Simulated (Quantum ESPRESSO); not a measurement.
Crystal: BN.

```xyz
2
Lattice="2.5080 0.0000 0.0000 -1.2467 2.1762 0.0000 -0.6307 -1.0881 3.0225" Properties=species:S:1:pos:R:3 pbc="T T T"
N     0.6640   -0.4119    2.9861
B     1.2439    2.0745   -0.0507
```

The cell comes from a database or a generator and needn't be the stable form of this composition.

The cell isn't the ideal one: atoms moved at random, drawn with an rms of 0.1 Å.

| Quantity | Value |
| --- | --- |
| Program | Quantum ESPRESSO 7.5 |
| Task | Berry-phase polarisation |
| Functional | BLYP |
| Potentials or basis | PseudoDojo 0.5 SR PBE stringent |
| Cutoff | 1483 eV |
| Density cutoff | 5946 eV |
| k mesh | 7 × 7 × 5 |
| Occupations | fermi-dirac, width 0.05 eV |
| Spin | no spin polarisation |
| Mixing beta | 0.5 |
| Most SCF iterations | 120 |
| SCF threshold | 4e-10 Ry |
| k points per string | 14 × 14 × 10 |

The first run showed a gap, so the response started from a second, tighter run with fixed occupations.

Question: What formal polarisation does the Berry-phase calculation give along the three lattice vectors?

Answer: 2.214, -0.164, -0.013 C/m², each defined up to a quantum of 2.436, 2.436, 3.179 C/m², that is 0.909, -0.067, -0.004 of the quanta. A formal value alone isn't measurable: only its change along an insulating path is.

Berry phases in units of 2π:
```csv
direction,ionic,electronic,their sum is defined modulo
a1,0.207,0.701,1
a2,0.358,-0.425,1
a3,-0.111,0.106,1
```

Caveat: the k mesh is coarse (spacing up to 0.44 Å⁻¹), so the values aren't converged; an odd mesh through Γ misses points on the zone boundary, where band edges often lie.
